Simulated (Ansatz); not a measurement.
## Symmetry broken, then relaxed in WS2

Level of theory: DFT PBEsol, scalar-relativistic, plane waves, PAW (Ansatz). Settings: plane waves to 420 eV, k-mesh 12×12×2 (Γ-centred), Gaussian smearing 0.05 eV. Spin–orbit coupling is left out, which can shift energies with elements as heavy as these. No spin polarisation. Energies are free energies at this smearing, counted from the undisturbed cell; pressure is positive in compression.

The undisturbed cell (relaxed at this level):

```
CELL_PARAMETERS angstrom
3.14613 0.00000 0.00000
-1.57307 2.72463 0.00000
0.00000 0.00000 12.69173
ATOMIC_POSITIONS crystal
W 0.33333 0.66667 0.25000
W 0.66667 0.33333 0.75000
S 0.33333 0.66667 0.62649
S 0.66667 0.33333 0.12649
S 0.33333 0.66667 0.87351
S 0.66667 0.33333 0.37351
```

The cell holds layers and no dispersion correction was added, so their binding is poorly described.

The atoms are displaced (Å, in the unstrained cell):

```
atom ux uy uz
  W1  -0.196  -0.126   0.045
  W2   0.084   0.277  -0.084
  S3  -0.215  -0.123  -0.208
  S4   0.257   0.133   0.154
  S5   0.145  -0.057   0.228
  S6  -0.075  -0.105  -0.135
```

Cell and atoms are then relaxed.

Q: Does the relaxation return to the undisturbed structure?

A: Yes (up to a choice of domain or origin): same space group and volume, and an energy 0.0 meV/atom from it. The disturbance itself cost 828.6 meV/atom. The final space group reads P6_3/mmc (tolerance 0.05 Å) and the volume changes by 0.17 %.

Final structure:

```yaml
crystal:
  lattice:
    - [3.14585, -0.00021, -0.00019]
    - [-1.57310, 2.72384, 0.00365]
    - [-0.00079, 0.01655, 12.71856]
  atoms:
    - { symbol: W, position: [0.33436, 0.66756, 0.24966] }
    - { symbol: W, position: [0.66564, 0.33250, 0.75034] }
    - { symbol: S, position: [0.33313, 0.66745, 0.62704] }
    - { symbol: S, position: [0.66834, 0.33578, 0.12638] }
    - { symbol: S, position: [0.33147, 0.66406, 0.87362] }
    - { symbol: S, position: [0.66707, 0.33264, 0.37296] }
```

The relaxation, step by step (energy from the first step; small jumps at an unchanged geometry come where the plane waves are selected anew for the new cell):

| step | ΔE (meV/atom) | largest force component (eV/Å) | pressure (GPa) |
| --- | --- | --- | --- |
| 1 | 0.0 | 9.352 | 12.60 |
| 2 | -598.6 | 2.811 | -3.32 |
| 3 | -808.4 | 1.012 | -1.49 |
| 4 | -826.1 | 0.452 | 0.88 |
| 5 | -828.6 | 0.008 | 0.01 |
| 6 | -828.6 | 0.008 | 0.01 |